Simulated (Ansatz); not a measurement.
ZnTe (zinc blende) is sheared across one {111} plane, glide cut: the third cell vector gains the shift, so faults repeat every 10.6 Å. The cut lies between planes 0.88 Å apart; the cell height is held.

```yaml
crystal:
  lattice:
    - [4.32283, 0.00000, 0.00000]
    - [2.16142, 3.74368, 0.00000]
    - [0.00000, 0.00000, 10.58873]
  atoms:
    - { symbol: Te, position: [0.66667, 0.66667, 0.04167] }
    - { symbol: Te, position: [0.33333, 0.33333, 0.37500] }
    - { symbol: Te, position: [0.00000, 0.00000, 0.70833] }
    - { symbol: Zn, position: [0.00000, 0.00000, 0.95833] }
    - { symbol: Zn, position: [0.66667, 0.66667, 0.29167] }
    - { symbol: Zn, position: [0.33333, 0.33333, 0.62500] }
```

In-plane vectors a = (4.323, 0.000) Å, b = (2.161, 3.744) Å, area 16.18 Å². The shift is s times the vector a + b (length 7.487 Å), so s = 1 restores the start. Atoms relax along the normal only. γ = [E(shift) − E(0)] / area.

All values below come from r2SCAN (plane waves to 500 eV, PAW, scalar-relativistic; Ansatz, an electronic-structure program). k mesh 7×7×3 (Γ-centred), Fermi-Dirac smearing 0.05 eV. Energies are extrapolated to zero smearing. Some relaxations began with atoms very close together and may have settled on another branch. As the smearing reaches across the gap at some points, the k mesh leaves noise in γ, roughly 0.02 J/m² as judged from a few cases. Faults lie only 10.6 Å apart, and holding the cell height raises γ above its relaxed value. Spin-orbit coupling is left out, though Te is heavy. ZnTe was relaxed with its symmetry unable to fall. The zero of γ is zero shift. The last digit holds for this mesh only.

```csv
s,γ (J/m²)
0.000,0.00
0.083,1.04
0.167,2.44
0.250,3.17
0.333,3.40
0.417,3.17
0.500,2.44
0.583,1.05
0.667,0.02
0.750,0.44
0.833,withheld
0.917,0.42
```

Fit a Fourier form (three harmonics of 1 − cos and sin) to the given rows and predict γ at s = 0.833.

Least squares on the 11 given rows: γ = (0.829)·[1 − cos(2πs)] + (1.397)·sin(2πs) + (0.298)·[1 − cos(4πs)] + (-0.478)·sin(4πs) + (0.404)·[1 − cos(6πs)], in J/m²; root-mean-square residual 0.052 J/m². At 0.833 the fit gives 0.87 J/m²; the calculation gives 0.66 J/m², so the interpolation is off by 0.21 (+31.8 %). 

(The slope of γ gives the shear force per area between the displaced halves; near zero shift its curvature is an elastic stiffness.)
